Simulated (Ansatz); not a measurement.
Ansatz input

```yaml
crystal:
  lattice:
    - [0.0, 3.1775819368, 3.1775819368]
    - [3.1775819368, 0.0, 3.1775819368]
    - [3.1775819368, 3.1775819368, 0.0]
  atoms:
    - { symbol: Ba, position: [0.0, 0.0, 0.0] }
hamiltonian:
  xc: pbe
  pseudopotentials:
    kind: paw
    azcp:
      Ba: "pseudopotentials/Ba.paw.azcp"
basis:
  ecutwfc: 420
  fft_grid_basis: typed
kpoints:
  mp_grid: { grid: [14, 14, 14], shift: [0, 0, 0] }
magnetization:
  spin_polarized: false
scf:
  occupations: { method: fermi_dirac, width: 0.1 }
```

Output

```
Engine: ansatz 0.2.0, x86_64-unknown-linux-gnu
Pseudopotentials: kind: paw
Pseudopotential: Ba, paw, valence charge 10, recommended cutoff 420 eV (normal) 
Functional definition: PBE
  parameter kappa = 0.804
  parameter beta = 0.06672455060314922
  exchange = pbe_x(kappa = kappa, mu = beta*pi^2/3)
  correlation = pbe_c(beta = beta)
Crystal: 1 atoms, lattice volume = 64.168 Å³
Basis set: ecut = 420 eV, 1243 PW (Γ)
Bands: 9, of which v1, the nominal top of the filled ones, is band 5 counted from 1 (4 counted from 0)
Symmetry: 48 space group operations
Space group: Fm-3m (ITA 225), of the structure as read, at distance tolerance 4.0e-5 Å
k-points: 104 of 2744
Non-local potential: Ba, projectors of the file, l = 0: 3, l = 1: 2, l = 2: 2, l = 3: 2
PAW form: soft (Blöchl's): semilocal exchange-correlation on the pseudo side does not see the compensation charge
PAW one-centre angular grid: Ba, 194 points (default); XC on 64 Gauss nodes
Initial density: superposition of atomic densities (neutral atoms: chi_scale 0, normalization atom), corrected by the library's trained network
Initial wavefunctions: pseudopotential atomic-orbital guess
Functional: x = pbe(κ = 0.804, μ = 0.2195149727645171), c = pbe(β = 0.06672455060314922)
SCF iter   1: F=—  HF=-5949.550735 eV  |F-HF|=—  |Δ(HF+E_count)|=         —  Δρ=8.97e-4  dr2=6.58e-4  ethr=1.77e-3  ⟨swp⟩=7.4  Hψ=9128  notcnv=0
SCF iter   2: F=—  HF=-5949.550809 eV  |F-HF|=—  |Δ(HF+E_count)|=   7.40e-5  Δρ=5.82e-4  dr2=3.09e-4  ethr=6.58e-6  ⟨swp⟩=2.2  Hψ=2139  notcnv=0
SCF iter   3: F=—  HF=-5949.550800 eV  |F-HF|=—  |Δ(HF+E_count)|=   9.25e-6  Δρ=1.11e-4  dr2=1.37e-5  ethr=3.09e-6  ⟨swp⟩=1.3  Hψ=983  notcnv=0
SCF iter   4: F=—  HF=-5949.550799 eV  |F-HF|=—  |Δ(HF+E_count)|=   1.20e-6  Δρ=3.07e-5  dr2=7.60e-7  ethr=1.37e-7  ⟨swp⟩=2.1  Hψ=1378  notcnv=0
iter 5 did not close the SCF: its close was put off for the readings that it lacked (scf_convergence_deferred on its scf_iter line)
SCF iter   5: F=-5949.550799 eV  HF=-5949.550799 eV  |F-HF|=2.31e-8  |Δ(HF+E_count)|=   1.38e-7  Δρ=7.25e-6  dr2=2.58e-8  ethr=7.60e-9  ⟨swp⟩=2.8  Hψ=1508  notcnv=0
SCF iter   6: F=-5949.550799 eV  HF=-5949.550799 eV  |F-HF|=4.37e-10  |Δ(HF+E_count)|=   2.56e-8  Δρ=1.07e-6  dr2=1.08e-9  ethr=2.58e-10  ⟨swp⟩=1.2  Hψ=2907  notcnv=0
SCF 1 converged in 6 iterations: F = -5949.550799 eV  dr2 = 1.08e-9
SCF converged after 6 iterations
Free energy (F): -5949.550799 eV
Harris-Foulkes:  -5949.550799 eV  (|F-HF|=4.37e-10)
Internal energy: -5949.493944 eV  (E = F + TS)
E sigma→0 (E₀):  -5949.522371 eV
Entropy (-TS):   -0.056854 eV (-56.854 meV/atom)
Fermi energy:    5.738447 eV
--- Per-component energies (eV) ---
  E_band       = -86.293254
  E_kinetic    = 166.337511
  E_local      = -382.011501  (includes V_loc(G=0)·N_el)
  E_nonlocal   = 57.099865
  E_hartree    = 120.759103
  E_xc         = -166.428738
  E_vxc        = -133.469371  (∫ρ·V_xc dr)
  E_paw        = -5225.827004  (= ΣΔE_a)
  E_vpaw       = -35.767661  (= ΣTr[D̂ρ^β])
  E_aug_tail   = -0.000002  (compensation charges beyond the density's cutoff)
  E_ewald      = -519.423179
  E_smearing   = -0.056854  (= −TS)
  E_closure    = 0.000000  (closes the sum)
  Σ components = -5949.550799   (vs F -5949.550799, Δ=0.00e0)
```
